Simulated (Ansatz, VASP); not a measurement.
TiSi2: the functional in 2 programs

The cell as given:

```xyz
6
Lattice="0.0000 4.1175 4.2629 2.3895 0.0000 4.2629 2.3895 4.1175 0.0000" Properties=species:S:1:pos:R:3 pbc="T T T"
Ti    3.5843    6.1763    6.3943
Ti    2.3895    4.1175    4.2629
Si    1.1948    3.3975    2.1314
Si    1.1948    0.7200    2.1314
Si    2.3895    1.3387    4.2629
Si    2.3895    6.8963    4.2629
```

The cell is a database's computed one, not the measured one.

Kept alike: task relaxation of cell and atoms; k mesh 5 × 5 × 5; occupations fermi-dirac, width 0.05 eV; no spin polarisation. The mesh is that of the run's cell of 6 atoms. No spin-orbit coupling.

- A: Ansatz, Ansatz PAW, made for PBE, cutoff 420 to 500 eV
- B: VASP; PBE PAW files Si, Ti_sv, 600 eV (BLYP, PBE, PBEsol, RPBE, r2SCAN, revPBE); LDA PAW files Si, Ti_sv, 600 eV (LDA)

| functional | A: volume (Å³/atom) | B: volume (Å³/atom) |
| --- | --- | --- |
| BLYP | 14.961 | 15.001 |
| LDA | 13.489 | ? |
| PBE | 14.167 | 14.159 |
| PBEsol | 13.780 | 13.789 |
| RPBE | 14.427 | 14.396 |
| r2SCAN | 13.953 | 13.983 |
| revPBE | 14.357 | 14.343 |

Values on potentials made for another functional: A at BLYP, LDA, PBEsol, RPBE, r2SCAN, revPBE; B at BLYP, PBEsol, RPBE, r2SCAN, revPBE. Values hold for each row's relaxed cell, which stops near the pressure aimed at (zero). Ansatz's stress holds its Pulay term. For a metal such a mesh leaves the last digits unconverged.

Estimate the value left open.

In the median of the other rows B lies +0.001 Å³/atom from the other column, which points to 13.490; the run gave 13.508 Å³/atom, +0.018 from it.
